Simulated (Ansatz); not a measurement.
A crystal relaxed with r2SCAN in Ansatz has space group F-43m (No. 216) and a = 5.451 Å.

```json
{"atom": "Ga", "site": "4a", "x": "0.0000", "y": "0.0000", "z": "0.0000"}
{"atom": "Xx", "site": "4d", "x": "0.2500", "y": "0.2500", "z": "0.7500"}
```

r2SCAN gives an indirect gap of 1.84 eV, from Γ to Γ–X (0.85 of the way from Γ); the least direct gap is 2.36 eV at Γ. The HSE06 gap is indirect, 2.26 eV (Γ to Γ–X (0.85 of the way from Γ)), below the direct gap of 2.80 eV at Γ. PBE0 gives an indirect gap of 2.93 eV, from Γ to Γ–X (0.85 of the way from Γ); the least direct gap is 3.44 eV at Γ. Meshes: r2SCAN 8×8×8, HSE06 6×6×6, PBE0 6×6×6. r2SCAN's ε∞ is 9.4 in all directions.

Problem. Which element is Xx?
A. N
B. P
C. Sb
D. As

Solution. B. Xx is P: GaP (zincblende). Around Ga lie 4 P at 2.36 Å; around P lie 4 Ga at 2.36 Å.

Calculated for a static, non-magnetic cell.

Where an edge lies off the special points, it is a point of the mesh or the k point where a search put PBE's edge or least direct gap, reused for the other functionals, whose own edges may lie a little apart.

The meshes of the hybrids are coarse, so their gaps aren't converged to the digits shown.
